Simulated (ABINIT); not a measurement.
# W in ABINIT: work function with PBE

Aim: the work function of W with PBE.

Program: ABINIT 10.8.3 (patched build). These are calculated values, not measurements. Logs are shortened: lines on timing, memory, paths and dates and some standing lists are left out, and cuts for length are marked. The log counts tension as positive stress, the text compression.

**1. The slab as given**

The cell holds a slab with vacuum, 5 atoms: a = 2.871 Å, b = 2.871 Å, c = 24.376 Å, α = 90.00°, β = 90.00°, γ = 120.00°.

**2. Work function, PBE**

Contents of run.abi:

```
# Pseudopotentials
pp_dirpath "./"
pseudos "W.GGA_PBE-JTH.xml"

# Structure
acell 5.4251269187 5.4251269187 46.0642821902
rprim
     1.0000000000     0.0000000000     0.0000000000
    -0.5000000000     0.8660254038     0.0000000000
     0.0000000000     0.0000000000     1.0000000000
ntypat 1
znucl 74
natom 5
typat 1 1 1 1 1
xred
     0.6666666667     0.3333333333     0.3076775597
     0.3333333333     0.6666666667     0.4038387799
     0.0000000000     0.0000000000     0.5000000000
     0.6666666667     0.3333333333     0.5961612201
     0.3333333333     0.6666666667     0.6923224403
chkprim 0
chksymtnons 0
tolsym 1.0e-6

# Plane-wave basis
ecut 16.0
pawecutdg 32.0
pawxcdev 0

# k points
kptopt 1
ngkpt 11 11 1
nshiftk 1
shiftk 0.0 0.0 0.0

# Exchange and correlation
ixc 11

# Bands and occupations
nband 42
occopt 3
tsmear 0.00183747

# SCF cycle
nstep 120
tolvrs 1.0e-9

# Output
iomode 3
prtwf 0
prteig 0
prtebands 0
enunit 2
prtvol 2
prtden 1
prtvha 1
prtvclmb 1
prtpot 1
```

Potentials or basis: JTH PAW PBE v2.0.

Started as:

```sh
$ mpirun --bind-to none -np 4 abinit run.abi > log 2>&1
```

run.abo:

```text
.Version 10.8.3 of ABINIT
 Symmetries : space group P-3 m 1 (#164); Bravais hP (primitive hexag.)
================================================================================
 Values of the parameters that define the memory need of the present run
     intxc =       0    ionmov =       0      iscf =      17    lmnmax =      18
     lnmax =       6     mgfft =     180  mpssoang =       3    mqgrid =   11731
     natom =       5  nloc_mem =       2    nspden =       1   nspinor =       1
    nsppol =       1      nsym =      12    n1xccc =       1    ntypat =       1
    occopt =       3   xclevel =       2
       mpw =        3647          nfft =       72000          nkpt =          16
Pmy_natom=         2
 PAW method is used; the additional fine FFT grid is defined by:
   mgfftf=       240    nfftf =    216000
================================================================================
================================================================================

--------------------------------------------------------------------------------
------------- Echo of variables that govern the present computation ------------
--------------------------------------------------------------------------------
 -outvars: echo values of preprocessed input variables --------
            acell      5.4251269187E+00  5.4251269187E+00  4.6064282190E+01 Bohr
              amu      1.83850000E+02
          chkprim           0
      chksymtnons           0
             ecut      1.60000000E+01 Hartree
           enunit           2
              ixc          11
         kptrlatt       11    0    0      0   11    0      0    0    1
          kptrlen      5.96763961E+01
            natom           5
            nband          42
            ngfft          20      20     180
          ngfftdg          30      30     240
             nkpt          16
            nstep         120
             nsym          12
           ntypat           1
           occopt           3
        pawecutdg      3.20000000E+01 Hartree
         pawxcdev           0
        prtebands           0
           prteig           0
           prtpot           1
         prtvclmb           1
           prtvha           1
           prtvol           2
            prtwf           0
            rprim      1.0000000000E+00  0.0000000000E+00  0.0000000000E+00
                      -5.0000000000E-01  8.6602540380E-01  0.0000000000E+00
                       0.0000000000E+00  0.0000000000E+00  1.0000000000E+00
          spgroup         164
           tolsym      1.00000000E-06
           tolvrs      1.00000000E-09
           tsmear      1.83747000E-03 Hartree
            typat      1  1  1  1  1
           useylm           1
           xangst      1.4354267648E+00  8.2874402910E-01  7.4999999943E+00
                      -2.9351626728E-16  1.6574880582E+00  9.8440420872E+00
                      -2.6560730742E-17 -2.3002267566E-16  1.2188084178E+01
                       1.4354267648E+00  8.2874402910E-01  1.4532126268E+01
                      -2.9351626728E-16  1.6574880582E+00  1.6876168361E+01
            xcart      2.7125634594E+00  1.5660992435E+00  1.4172945934E+01
                      -5.5466535866E-16  3.1321984870E+00  1.8602543517E+01
                      -5.0192506805E-17 -4.3467985974E-16  2.3032141095E+01
                       2.7125634594E+00  1.5660992435E+00  2.7461738674E+01
                      -5.5466535866E-16  3.1321984870E+00  3.1891336257E+01
             xred      6.6666666667E-01  3.3333333333E-01  3.0767755970E-01
                       3.3333333333E-01  6.6666666667E-01  4.0383877990E-01
                      -5.5511151231E-17 -9.2518585385E-17  5.0000000000E-01
                       6.6666666667E-01  3.3333333333E-01  5.9616122010E-01
                       3.3333333333E-01  6.6666666667E-01  6.9232244030E-01
            znucl       74.00000

================================================================================

 chkinp: Checking input parameters for consistency.

================================================================================
== DATASET  1 ==================================================================

--- !DatasetInfo
iteration_state: {dtset: 1, }
dimensions: {natom: 5, nkpt: 16, mband: 42, nsppol: 1, nspinor: 1, nspden: 1, mpw: 3647, }
cutoff_energies: {ecut:  16.0, pawecutdg:  32.0, }
[... 497 lines left out ...]
 kpt#  16, nband= 42, wtk=  0.04959, kpt=  0.3636  0.2727  0.0000 (reduced coord)
  -2.64834   -2.64834   -2.64536   -2.64536   -2.64181   -1.34530   -1.34369   -1.34232
  -1.34216   -1.34071   -1.33765   -1.33722   -1.33436   -1.33391   -1.33258   -1.32970
  -1.32940   -1.32373   -1.32281   -1.32083   -0.07974   -0.07086   -0.06061   -0.05797
  -0.04735   -0.04487   -0.03631   -0.02974   -0.02571    0.00249    0.01246    0.01929
   0.03164    0.03599    0.04318    0.04717    0.10059    0.11335    0.12519    0.13791
   0.16994    0.17096
      occupation numbers for kpt#  16
   2.00000    2.00000    2.00000    2.00000    2.00000    2.00000    2.00000    2.00000
   2.00000    2.00000    2.00000    2.00000    2.00000    2.00000    2.00000    2.00000
   2.00000    2.00000    2.00000    2.00000    2.00000    2.00000    2.00000    2.00000
   2.00000    2.00000    2.00000    2.00000    2.00000    2.00000    2.00000    2.00000
   2.00000    2.00000    1.99995    1.99955    0.00000    0.00000    0.00000    0.00000
   0.00000    0.00000
 Fermi (or HOMO) energy (eV) =   1.70355   Average Vxc (eV)=  -7.14116
 Eigenvalues (   eV  ) for nkpt=  16  k points:
 kpt#   1, nband= 42, wtk=  0.00826, kpt=  0.0000  0.0000  0.0000 (reduced coord)
 -72.14272  -72.14224  -72.05979  -72.04913  -71.94809  -36.75702  -36.64381  -36.36376
 -36.08956  -35.86966  -35.86966  -35.85895  -35.85895  -35.80390  -35.79915  -35.79915
 -35.78657  -35.78657  -35.70423  -35.70423   -6.89335   -6.00832   -4.82947   -4.04828
  -3.82660    0.26179    0.47598    0.73206    0.94455    1.03784    1.03784    1.30301
   1.30301    1.31874    1.31874    1.63117    1.63117    1.69093    1.69093    1.70770
   2.23529    3.97939
 kpt#   2, nband= 42, wtk=  0.04959, kpt=  0.0909  0.0000  0.0000 (reduced coord)
 -72.13719  -72.13676  -72.05446  -72.04445  -71.94372  -36.73368  -36.62970  -36.36443
 -36.10581  -35.93246  -35.91602  -35.88923  -35.88020  -35.87719  -35.85608  -35.81389
 -35.79950  -35.78518  -35.76334  -35.71671   -6.58557   -5.71189   -4.52967   -3.72861
  -3.50889    0.02549    0.24851    0.49399    0.65980    0.92788    1.01136    1.25934
   1.30293    1.47447    1.48912    1.52036    1.59486    1.70895    1.85758    1.95052
   1.97205    3.54712
 kpt#   3, nband= 42, wtk=  0.04959, kpt=  0.1818  0.0000  0.0000 (reduced coord)
 -72.12234  -72.12208  -72.04013  -72.03194  -71.93203  -36.66986  -36.59432  -36.38386
 -36.19227  -36.09343  -36.05627  -36.03257  -36.01527  -35.94046  -35.92503  -35.89006
[... 80 lines left out ...]
   4.54244    4.74683
 kpt#  15, nband= 42, wtk=  0.04959, kpt=  0.2727  0.2727  0.0000 (reduced coord)
 -72.06856  -72.06855  -71.98758  -71.98693  -71.89010  -36.61907  -36.57723  -36.56769
 -36.52636  -36.43767  -36.42682  -36.35408  -36.25005  -36.22047  -36.21069  -36.16596
 -36.15149  -36.02305  -36.00221  -35.90894   -2.22921   -2.22537   -1.91358   -1.91014
  -1.19964   -1.06861   -0.96138   -0.71689   -0.58908   -0.09164    0.25911    0.45153
   0.82818    0.84296    1.13305    1.17856    2.72904    3.01490    3.24720    3.55555
   4.18565    4.48185
 kpt#  16, nband= 42, wtk=  0.04959, kpt=  0.3636  0.2727  0.0000 (reduced coord)
 -72.06496  -72.06491  -71.98402  -71.98389  -71.88729  -36.60746  -36.56368  -36.52632
 -36.52207  -36.48254  -36.39918  -36.38767  -36.30988  -36.29755  -36.26129  -36.18303
 -36.17494  -36.02065  -35.99551  -35.94159   -2.16995   -1.92832   -1.64926   -1.57751
  -1.28859   -1.22084   -0.98818   -0.80917   -0.69954    0.06770    0.33910    0.52498
   0.86104    0.97933    1.17507    1.28348    2.73708    3.08434    3.40649    3.75281
   4.62417    4.65207
 Total charge density [el/Bohr^3]
)     Maximum=    1.5702E+00  at reduced coord.    0.0000    0.0000    0.5000
)Next maximum=    1.5698E+00  at reduced coord.    0.6667    0.3333    0.5958
)     Minimum=    2.0519E-08  at reduced coord.    0.1667    0.5667    0.0042
)Next minimum=    2.0519E-08  at reduced coord.    0.4000    0.5667    0.0042
   Integrated=    7.0000E+01

--- !EnergyTerms
iteration_state     : {dtset: 1, }
comment             : Components of total free energy in Hartree
kinetic             :  3.36535468974318E+01
hartree             :  1.31551306224377E+03
xc                  : -3.80329119070992E+01
Ewald energy        :  1.00364663429190E+03
psp_core            :  1.40320427587116E+01
local_psp           : -2.69097566369661E+03
PAW spherical_terms :  1.71795473511841E+01
internal            : -3.44983742060711E+02
'-kT*entropy'       : -2.01808972222781E-03
total_energy        : -3.44985760150434E+02
total_energy_eV     : -9.38754076881681E+03
...

--- !EnergyTermsDC
iteration_state     : {dtset: 1, }
comment             : '"Double-counting" decomposition of free energy'
band_energy         : -6.73118934895755E+01
Ewald energy        :  1.00364663429190E+03
psp_core            :  1.40320427587116E+01
xc_dc               : -1.33269533207443E+03
PAW spherical_terms :  3.73448304975528E+01
internal            : -3.44983718015837E+02
'-kT*entropy'       : -2.01808972222781E-03
total_energy_dc     : -3.44985736105560E+02
total_energy_dc_eV  : -9.38754011452246E+03
...

--- !EnergyTermsWithPAWCore
iteration_state     : {dtset: 1, }
comment             : 'Components of total free energy, including PAW core contributions'
Total energy        : -8.07144823672010E+04
Total energy DC     : -8.07144823431562E+04
Total energy (eV)   : -2.19635295533833E+06
Total energy DC (eV): -2.19635295468404E+06
...

 Cartesian components of stress tensor (hartree/bohr^3)
  sigma(1 1)=  3.09463495E-04  sigma(3 2)=  0.00000000E+00
  sigma(2 2)=  3.09463495E-04  sigma(3 1)=  0.00000000E+00
  sigma(3 3)=  4.85965019E-05  sigma(2 1)=  0.00000000E+00

-Cartesian components of stress tensor (GPa)         [Pressure= -6.5464E+00 GPa]
- sigma(1 1)=  9.10473037E+00  sigma(3 2)=  0.00000000E+00
- sigma(2 2)=  9.10473036E+00  sigma(3 1)=  0.00000000E+00
- sigma(3 3)=  1.42975845E+00  sigma(2 1)=  0.00000000E+00

== END DATASET(S) ==============================================================
================================================================================

 -outvars: echo values of variables after computation  --------
            acell      5.4251269187E+00  5.4251269187E+00  4.6064282190E+01 Bohr
           etotal     -3.4498573611E+02
            fcart      4.9632852162E-30 -1.3468104061E-28  3.3636669481E-04
                       4.9632852162E-30  3.7252202723E-29  3.8276678102E-03
                       4.9632852162E-30  9.4563283834E-29  2.1684043450E-20
                      -1.9853140865E-29  1.3754659467E-28 -3.8276678102E-03
                       4.9632852162E-30 -1.3468104061E-28 -3.3636669481E-04
            rprim      1.0000000000E+00  0.0000000000E+00  0.0000000000E+00
                      -5.0000000000E-01  8.6602540380E-01  0.0000000000E+00
                       0.0000000000E+00  0.0000000000E+00  1.0000000000E+00
           strten      3.0946349542E-04  3.0946349498E-04  4.8596501913E-05
                       0.0000000000E+00  0.0000000000E+00  0.0000000000E+00
           xangst      1.4354267648E+00  8.2874402910E-01  7.4999999943E+00
                      -2.9351626728E-16  1.6574880582E+00  9.8440420872E+00
                      -2.6560730742E-17 -2.3002267566E-16  1.2188084178E+01
                       1.4354267648E+00  8.2874402910E-01  1.4532126268E+01
                      -2.9351626728E-16  1.6574880582E+00  1.6876168361E+01
             xred      6.6666666667E-01  3.3333333333E-01  3.0767755970E-01
                       3.3333333333E-01  6.6666666667E-01  4.0383877990E-01
                      -5.5511151231E-17 -9.2518585385E-17  5.0000000000E-01
                       6.6666666667E-01  3.3333333333E-01  5.9616122010E-01
                       3.3333333333E-01  6.6666666667E-01  6.9232244030E-01
 Calculation completed.
```

Run time: 76 s. Hardware: 4 MPI ranks of Arm Neoverse V2, shared host; peak memory 0.6 GiB.

Results:

```
Free energy                                           : -9387.5401 eV
Largest force                                         : 0.197 eV/Å
Band gap on the k mesh                                : none (metal or under the smearing width)
Valence electrons inside the program's atomic spheres : W 11.56, 11.66 (radii [1.2763] Å)
Work function                                         : 4.98 eV
```

Forces in eV/Å, atoms in the order of the input:
```
W    0.000  0.000  0.017
W    0.000  0.000  0.197
W    0.000  0.000  0.000
W    0.000  0.000 -0.197
W    0.000  0.000 -0.017
```

The run has no spin-orbit coupling, so splittings on W are missing.
